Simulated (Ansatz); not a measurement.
A plane-wave DFT run in Ansatz 0.2.0 (scalar-relativistic PAW potentials unless the input names others): input and command.

```yaml
crystal:
  lattice:
    - [2.9357969437, 0.0, 0.0]
    - [-1.4678984718, 2.5424747336, 0.0]
    - [0.0, 0.0, 4.6361929033]
  atoms:
    - { symbol: Ti, position: [0.4774907004, 0.6869502717, 0.2080213848] }
    - { symbol: Ti, position: [0.5225092996, 0.3130497283, 0.7919786152] }
basis:
  ecutwfc: 500
kpoints:
  mp_grid: { grid: [12, 12, 8] }
hamiltonian:
  xc: r2scan
scf:
  occupations: { method: gaussian, width: 0.15 }
  lower_state_search: light
output:
  forces: true
  eigenvalues: true
  stress: true
```

```bash
ansatz run input.yaml --threads 1 --pin off --max-ram 2560MiB --backend cpu --events-out ev --progress --plain --runs-dir out
```

Abridged log:
```
Basis set: ecut = 500 eV, 881 PW (Γ), exchange–correlation on 96×96×144 points (64 copies of the dense FFT grid, shifted against one another)
Bands: 16, of which v1, the nominal top of the filled ones, is band 12 counted from 1 (11 counted from 0)
Symmetry: 2 space group operations
k-points: 580 of 1152
SCF iter   1: F=—  HF=-5008.042615 eV  |F-HF|=—  |Δ(HF+E_count)|=         —  Δρ=1.74e-2  dr2=8.94e-2  dr2_τ=2.56e-2  ethr=1.77e-3  ⟨swp⟩=3.3  Hψ=39404  notcnv=0
SCF iter   2: F=—  HF=-5008.098669 eV  |F-HF|=—  |Δ(HF+E_count)|=   5.61e-2  Δρ=6.29e-3  dr2=1.08e-2  dr2_τ=9.72e-4  ethr=3.72e-4  ⟨swp⟩=2.8  Hψ=22723  notcnv=0  defer=1
SCF iter   3: F=—  HF=-5008.099996 eV  |F-HF|=—  |Δ(HF+E_count)|=   1.33e-3  Δρ=1.80e-3  dr2=5.47e-4  dr2_τ=1.23e-4  ethr=4.52e-5  ⟨swp⟩=2.4  Hψ=13646  notcnv=0  defer=1
SCF iter   4: F=—  HF=-5008.100744 eV  |F-HF|=—  |Δ(HF+E_count)|=   7.48e-4  Δρ=8.47e-4  dr2=5.19e-4  dr2_τ=1.07e-5  ethr=2.28e-6  ⟨swp⟩=2.1  Hψ=14615  notcnv=0  defer=1
SCF iter   5: F=—  HF=-5008.100684 eV  |F-HF|=—  |Δ(HF+E_count)|=   5.92e-5  Δρ=2.97e-4  dr2=1.49e-5  dr2_τ=1.54e-6  ethr=2.16e-6  ⟨swp⟩=2.1  Hψ=12151  notcnv=0  defer=1
SCF iter   6: F=—  HF=-5008.100698 eV  |F-HF|=—  |Δ(HF+E_count)|=   1.38e-5  Δρ=5.03e-5  dr2=2.95e-7  dr2_τ=4.57e-8  ethr=6.19e-8  ⟨swp⟩=2.7  Hψ=16936  notcnv=0  defer=1
SCF iter   7: F=-5008.100698 eV  HF=-5008.100698 eV  |F-HF|=1.67e-8  |Δ(HF+E_count)|=   1.45e-7  Δρ=1.23e-5  dr2=2.21e-8  dr2_τ=2.07e-9  ethr=4.17e-10  ⟨swp⟩=5.1  Hψ=37821  notcnv=0
SCF 1 converged in 7 iterations: F = -5008.100698 eV  dr2 = 2.21e-8
SCF converged after 7 iterations
Free energy (F): -5008.100698 eV
Harris-Foulkes:  -5008.100698 eV  (|F-HF|=1.67e-8)
Internal energy: -5008.073076 eV  (E = F + TS)
E sigma→0 (E₀):  -5008.086887 eV
Entropy (-TS):   -0.027622 eV (-13.811 meV/atom)
Fermi energy:    13.233094 eV
--- Forces (eV/Å), atoms counted from 1 ---
  atom   1  Ti    -0.28940313     0.12341600     2.19940357
  atom   2  Ti     0.28940313    -0.12341600    -2.19940357
--- Stress (GPa, compression-positive) ---
       -0.919956      -4.408670      -2.214816
       -4.408670       1.429521       2.087278
       -2.214823       2.087282       6.047259
  P = ⅓ Tr σ = 2.1856 GPa (21.856 kbar)
```

Apart from outputs and empty bands, the input differs from a reference run on usual settings in scf.lower_state_search: not typed → "light". The reference, at the same geometry (not necessarily relaxed), gave pressure 2.19 GPa, largest force 2.222 eV/Å, no gap on the mesh. This run converged in 7 SCF iterations (reference: 7) with an energy at zero smearing within 0.01 meV/atom of the reference's, pressure 2.19 GPa, largest force 2.222 eV/Å, no gap on the mesh.

Time: 36 s on 1 thread of Arm Neoverse V1, on a shared host, peak memory 0.66 GiB.